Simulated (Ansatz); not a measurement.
The system is C.

```
C
1.0
     2.52210    0.00000    0.00000
    -1.26105    2.18420    0.00000
     0.00000    0.00000    8.23710
C
8
Cartesian
  1.2611 0.7281 6.9501
  0.0000 1.4561 2.8315
  1.2611 0.7281 5.4056
  0.0000 1.4561 1.2870
  0.0000 0.0000 7.4649
  0.0000 0.0000 3.3463
  0.0000 0.0000 4.8908
  0.0000 0.0000 0.7722
```

This is a hexagonal form of diamond, not graphite.

| Property | Result |
| --- | --- |
| Program | Ansatz 0.2.0 |
| Task | relaxation of cell and atoms |
| Functional | PBEsol |
| Dispersion | D4 |
| Potentials or basis | Ansatz PAW |
| Cutoff | 420 eV (not typed: the program's choice for these potentials) |
| k mesh | 12 × 12 × 4 |
| Occupations | fermi-dirac, width 0.05 eV |
| Spin | no spin polarisation |

At the start: volume 5.67 Å³/atom.

Problem. Where does the relaxation end?

Solution. It ends after 8 steps and the volume is 5.58 Å³/atom (-1.7 %); space group P6_3/mmc (No. 194, to 0.05 Å).

Step by step:
```csv
step,energy change (eV),largest force (eV/Å),volume (Å³)
1,0.0000,0.3306,45.38
2,-0.0322,0.3584,44.91
3,-0.0405,0.1428,44.69
4,-0.0417,0.0070,44.64
5,-0.0417,0.0002,44.64
6,-0.0372,0.0011,44.64
7,-0.0373,0.0003,44.62
8,-0.0372,0.0003,44.62
```

Final structure:
```xyz
8
Lattice="2.4997 0.0000 0.0000 -1.2498 2.1648 0.0000 0.0000 0.0000 8.2460" Properties=species:S:1:pos:R:3 pbc="T T T"
C     1.2498    0.7216    6.9633
C     0.0000    1.4432    2.8403
C     1.2498    0.7216    5.4057
C     0.0000    1.4432    1.2827
C     0.0000    0.0000    7.4795
C     0.0000    0.0000    3.3565
C     0.0000    0.0000    4.8894
C     0.0000    0.0000    0.7664
```

Caveat: the plane-wave basis is chosen anew once the cell has moved, so the energies of steps on either side of that aren't comparable; the pressure holds a Pulay correction of +1.0 GPa for the finite cutoff; the PAW data sets come from PBE, with cores solved anew for the run's functional, which leaves a small shift of forces and pressure.
